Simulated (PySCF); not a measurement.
Choosing a molecule for a target property.

Species are written as SMILES; each is one conformer at its optimised geometry, gas phase, non-relativistic unless stated. Electronic properties by PySCF.

Dipoles, sizes and rotational constants follow the conformer. The torsions of the flexible species, by atom-mapped SMILES:
- `[CH3:1][CH2:2][C:3]1=[CH:4][P@:5]1(=[S:6])[C:7]([F:8])([F:9])[F:10]`: C1–C2–C3–C4 -2°, C4–P5–C7–F8 -151°
- `[O:1]=[PH:2]([C:3]([F:4])=[C:5]([F:6])[F:7])[C:8]([F:9])=[C:10]([F:11])[F:12]`: O1–P2–C3–F4 116°, O1–P2–C8–F9 130°
- `[O:1]=[C:2]([F:3])[c:4]1[cH:5][cH:6][c:7]([C:8](=[O:9])[F:10])[s:11]1`: O1–C2–C4–C5 180°, C6–C7–C8–O9 180°
- `[CH3:1][C:2](=[O:3])[OH:4]`: H–O4–C2–C1 180°

Problem. Wanted: HOMO energy below -8 eV (PBE0/pcSseg-1) and dipole moment below 2.8 D (PBE0/pcSseg-1), at GFN2-xTB geometries. Which candidate meets both?
A. `FC([PH](=O)C(F)=C(F)F)=C(F)F`
B. `CCC1=C[P@]1(=S)C(F)(F)F`
C. `O=C(F)c1ccc(C(=O)F)s1`
D. `C=C=CCl`

Solution. A. Computed values:
```csv
species,HOMO energy,dipole moment
O=C(F)c1ccc(C(=O)F)s1,-8.56 eV,3.11 D
FC([PH](=O)C(F)=C(F)F)=C(F)F,-8.17 eV,2.40 D
C=C=CCl,-7.45 eV,1.82 D
CCC1=C[P@]1(=S)C(F)(F)F,-6.91 eV,5.01 D
```

Problem. Wanted: smallest rotational constant above 2 GHz (GFN2-xTB) and HOMO–LUMO gap below 8 eV (PBE0/pcSseg-1), at GFN2-xTB geometries. Which candidate meets both?
A. `O=[PH](C(F)=C(F)F)C(F)=C(F)F`
B. `OC(=O)C`
C. `C=C=CCl`
D. `CCC1=C[P@]1(=S)C(F)(F)F`

Solution. C. Computed values:
```
                     species  smallest rotational constant  HOMO–LUMO gap
O=[PH](C(F)=C(F)F)C(F)=C(F)F                     0.444 GHz        6.84 eV
     CCC1=C[P@]1(=S)C(F)(F)F                     0.545 GHz        5.80 eV
                     C=C=CCl                     2.696 GHz        6.65 eV
                     OC(=O)C                     5.380 GHz        8.43 eV
```
